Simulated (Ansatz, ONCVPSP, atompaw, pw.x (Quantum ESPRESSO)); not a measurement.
# Which Pt potential is closest to all-electron in the bcc crystal?

All use PBE, scalar-relativistic, no spin, cutoffs from each file’s atomic test, pw.x 7.5; 15³ k-points, Fermi–Dirac smearing 0.01 Ry. Δ is the rms difference from all-electron LAPW of the E(V) curves that follow from fits to the pressures, over ±6 % in volume. Mesh and smearing are coarse and serve the comparison alone. The files are a selection: those with a ghost or negative overlap were mostly not run, and those with noisy or unconverged pressures or nearly equal Δ are left out.

All-electron: a0 = 3.165 Å (V0 = 15.85 Å³/atom), B0 = 235.3 GPa.

Problem. Rank them by Δ, smallest first.
A. optimised norm-conserving Vanderbilt (ONCV), ONCVPSP 4.0.1.1 (patched build), PBE; core [Kr] 4d10 4f14, reference 5s2 5p6 5d9 6s1; waves: 5s+6s: rc 1.35 bohr, ncon 4, nbas 7, qcut 9.1 1/bohr, 3 projectors, debl 2.8 Ha; 5p: rc 1.80 bohr, ncon 4, nbas 9, qcut 8.5 1/bohr, 1 projector; 5d: rc 1.95 bohr, ncon 4, nbas 8, qcut 7 1/bohr, 2 projectors, debl 1 Ha; f scattering state at 0.05 Ha: rc 2.00 bohr, ncon 4, nbas 7, qcut 5.8 1/bohr, 2 projectors, debl 3.3 Ha; local part: polynomial inside 1.25 bohr (lpopt 5, dvloc0 2 Ha); core correction: Teter function fitted to the true core (icmod 2), fcfact 0.55.
B. PAW, atompaw 4.2.0.5, PBE; core [Kr] 4d10 4f14, reference 5s2 5p6 5d9 6s1 6p0; waves: 5s (bound): rc 1.50 bohr; 6s (bound): rc 1.75 bohr; 5p (bound): rc 1.65 bohr; 6p (bound, empty): rc 1.90 bohr; 5d (bound): rc 1.90 bohr; 5d channel at 0.55 Ry: rc 1.90 bohr; local part: bessel scheme, radius 1.75 bohr; core correction: smooth core density matched at 1.65 bohr; augmentation: besselshape compensation charge, radius 1.55 bohr; PAW radius 1.90 bohr; waves and projectors: custom rrkj gramschmidtortho.
C. PAW, atompaw 4.2.0.5, PBE; core [Xe] 4f14, reference 5d9 6s1 6p0; waves: 6s (bound): rc 2.45 bohr; 6s channel at 0.5 Ry: rc 2.45 bohr; 6p (bound, empty): rc 3.00 bohr; 6p channel at 1.65 Ry: rc 3.00 bohr; 5d (bound): rc 1.50 bohr; 5d channel at 1.35 Ry: rc 1.50 bohr; local part: bessel scheme, radius 2.10 bohr; core correction: smooth core density matched at 2.25 bohr; augmentation: sinc compensation charge, radius 2.45 bohr; PAW radius 3.00 bohr; waves and projectors: custom rrkj gramschmidtortho.
D. optimised norm-conserving Vanderbilt (ONCV), ONCVPSP 4.0.1.1 (patched build), PBE; core [Kr] 4d10 4f14, reference 5s2 5p6 5d9 6s1; waves: 5s+6s: rc 1.40 bohr, ncon 4, nbas 9, qcut 9.3 1/bohr, 2 projectors; 5p: rc 1.65 bohr, ncon 4, nbas 9, qcut 8.6 1/bohr, 2 projectors, debl 3.6 Ha; 5d: rc 2.35 bohr, ncon 4, nbas 8, qcut 6 1/bohr, 2 projectors, debl 3.3 Ha; local part: polynomial inside 1.25 bohr (lpopt 5, dvloc0 0 Ha); core correction: none.

Solution. B (2.2 meV/atom), D (5.6 meV/atom), C (7.6 meV/atom), A (15.1 meV/atom).
